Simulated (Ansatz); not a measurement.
## Structures of SnSe: which is lowest?

Plane-wave DFT in Ansatz with scalar-relativistic PAW potentials, cutoff 500 eV, Γ-centred meshes chosen by cell and gap, Gaussian smearing with energies taken to zero width. Every cell was relaxed (cell and atoms) in a run of its own, within the symmetry of its start. Functional: r2SCAN.

Relaxed structures (starts from databases or built by putting these elements on another compound's sites):
A. Fm-3m, 2 atoms in the computed cell, a = 6.018 Å; sites (symmetry × multiplicity) Sn m-3m × 4, Se m-3m × 4; start: built
B. F-43m, 2 atoms in the computed cell, a = 6.729 Å; sites (symmetry × multiplicity) Sn -43m × 4, Se -43m × 4; start: built
C. Cmmm, 8 atoms in the computed cell, a = 5.803 Å, b = 12.209 Å, c = 3.043 Å; sites (symmetry × multiplicity) Sn m2m × 4, Se m2m × 4; start: database
D. Pnma, 8 atoms in the computed cell, a = 11.673 Å, b = 4.124 Å, c = 4.700 Å; sites (symmetry × multiplicity) Sn .m. × 4, Se .m. × 4; start: database
E. P4/nmm, 4 atoms in the computed cell, a = 5.109 Å, c = 4.476 Å; sites (symmetry × multiplicity) Sn 4mm × 2, Se -4m2 × 2; start: built
F. P4/nmm, 4 atoms in the computed cell, a = 4.286 Å, c = 10.990 Å; sites (symmetry × multiplicity) Sn 4mm × 2, Se 4mm × 2; start: database
G. P6_3/mmc, 4 atoms in the computed cell, a = 4.134 Å, c = 7.493 Å; sites (symmetry × multiplicity) Sn -3m. × 2, Se -6m2 × 2; start: built

Q: Rank them by energy. Could pressure change the order?

A:
| structure | group | E − E(lowest) (meV/atom) | V (Å³/atom) | gap on mesh (eV) |
| --- | --- | --- | --- | --- |
| D | Pnma | 0.0 | 28.28 | 1.06 |
| A | Fm-3m | 44 | 27.24 | 0.46 |
| F | P4/nmm | 89 | 50.47 | 1.77 |
| G | P6_3/mmc | 120 | 27.72 | 0.00 |
| E | P4/nmm | 159 | 29.21 | 0.49 |
| C | Cmmm | 297 | 26.95 | 0.00 |
| B | F-43m | 339 | 38.09 | 0.12 |

D is lowest, 44 meV/atom under A. A is denser by 1.04 Å³/atom, so pressure favours it: ΔE/ΔV, with ΔE in eV and 1 eV/Å³ = 160.2 GPa, gives about 7 GPa for equal enthalpy if both cells were rigid, a rough figure since the two compress differently. Other structures may lie lower than all of these, and vibrations aren't counted.